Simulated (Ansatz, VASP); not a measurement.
## C in VASP and in Ansatz

The input INCAR:

```
SYSTEM = C
PREC     = Accurate       ! precision mode
ENCUT    = 520            ! plane-wave cutoff, eV
EDIFF    = 1E-7           ! SCF threshold, eV
ISMEAR   = 0              ! smearing method
SIGMA    = 0.05           ! smearing width, eV
LREAL    = .FALSE.        ! projectors in reciprocal space
LASPH    = .TRUE.         ! aspherical terms in the spheres
NELM     = 60             ! most SCF steps
ALGO     = Normal         ! electronic algorithm
ISIF     = 2              ! what is computed and relaxed
LWAVE    = .FALSE.        ! write WAVECAR
LCHARG   = .FALSE.        ! write CHGCAR
GGA      = PE             ! functional
NBANDS   = 11             ! bands
```

The input KPOINTS:

```
Automatic mesh
0
G
  12 12 12
  0 0 0
```

The input POSCAR:

```
C
1.0
    0.0000000000      1.7834000000      1.8101510000
    1.7834000000      0.0000000000      1.8101510000
    1.7834000000      1.7834000000      0.0000000000
C
2
Direct
    0.5000000000      0.5000000000      0.5000000000
    0.7500000000      0.7500000000      0.7500000000
```

Input for Ansatz:

```yaml
crystal:
  lattice:
    - [0.0, 1.7834, 1.810151]
    - [1.7834, 0.0, 1.810151]
    - [1.7834, 1.7834, 0.0]
  atoms:
    - { symbol: C, position: [0.5, 0.5, 0.5] }
    - { symbol: C, position: [0.75, 0.75, 0.75] }
basis:
  ecutwfc: 420
kpoints:
  mp_grid: { grid: [12, 12, 12] }
hamiltonian:
  xc: pbe
scf:
  occupations: { method: gaussian, width: 0.05 }
output:
  forces: true
  stress: true
  eigenvalues: true
```

Change from the starting cell: strain +0.000 along x and y, +0.015 along z, atoms carried along.

Alike in both runs: task single point; functional PBE; k mesh 12 × 12 × 12; occupations gaussian, width 0.05 eV; no spin polarisation.

```csv
,VASP,Ansatz
version,VASP 6.6.1,Ansatz 0.2.0
potentials or method,"VASP PAW PBE potentials, release 64 (C)","scalar-relativistic, plane waves, PAW"
plane-wave cutoff (eV),520,420
valence electrons in the cell,8,8
```

```csv
,VASP,Ansatz,Ansatz less VASP
gap on the k mesh at the Fermi level (eV),3.93,3.94,+0.006
least direct gap on the mesh (eV),5.41,5.42,+0.003
pressure (GPa),-4.0,-4.6,-0.62
largest component of the traceless stress (GPa),9.22,9.23,+0.002
```

With one functional, cell and mesh, what is left measures potentials, basis and numerics.
